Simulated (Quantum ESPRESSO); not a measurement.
TiSe and the effect of the dispersion correction

The cell as given:

Symmetry: P6_3/mmc, No. 194, hexagonal system. The conventional cell has a = 3.559 Å, b = 3.559 Å, c = 6.220 Å, α = 90.00°, β = 90.00°, γ = 120.00°. Around Se (site symmetry -6m2) lie 6 Ti at 2.58 Å. Around Ti (site symmetry -3m) lie 6 Se at 2.58 Å.

Kept alike: task relaxation of cell and atoms; functional PBEsol; k mesh 9 × 9 × 5; occupations fermi-dirac, width 0.05 eV; no spin polarisation. Program: Quantum ESPRESSO, GBRV 1.5 PBEsol, cutoff 612 eV. The mesh is that of the run's cell of 4 atoms. No spin-orbit coupling.

| dispersion correction | volume (Å³/atom) | first edge of the run's cell (Å) | third edge of the run's cell (Å) |
| --- | --- | --- | --- |
| D3(zero) | 16.257 | 3.345 | 6.711 |
| D3(BJ) | 15.910 | 3.309 | 6.712 |
| none | 16.489 | 3.359 | 6.752 |
| rVV10 | 16.098 | 3.323 | 6.735 |

The relaxations keep at least the cell's symmetry (P6_3/mmc). For a metal such a mesh leaves the last digits unconverged. Relaxations stop with a little pressure left, so the last digits of a volume or edge aren't settled.

Q: What does the dispersion correction change here?

A: The volume runs from 15.910 (D3(BJ)) to 16.489 Å³/atom (none). Against no correction: D3(zero) -1.4 %; D3(BJ) -3.5 %; rVV10 -2.4 %. Dispersion terms mostly attract and so lower the volume; the schemes' coefficients and damping set how far. The first edge of the run's cell runs from 3.309 (D3(BJ)) to 3.359 Å (none). The third edge of the run's cell runs from 6.711 (D3(zero)) to 6.752 Å (none).
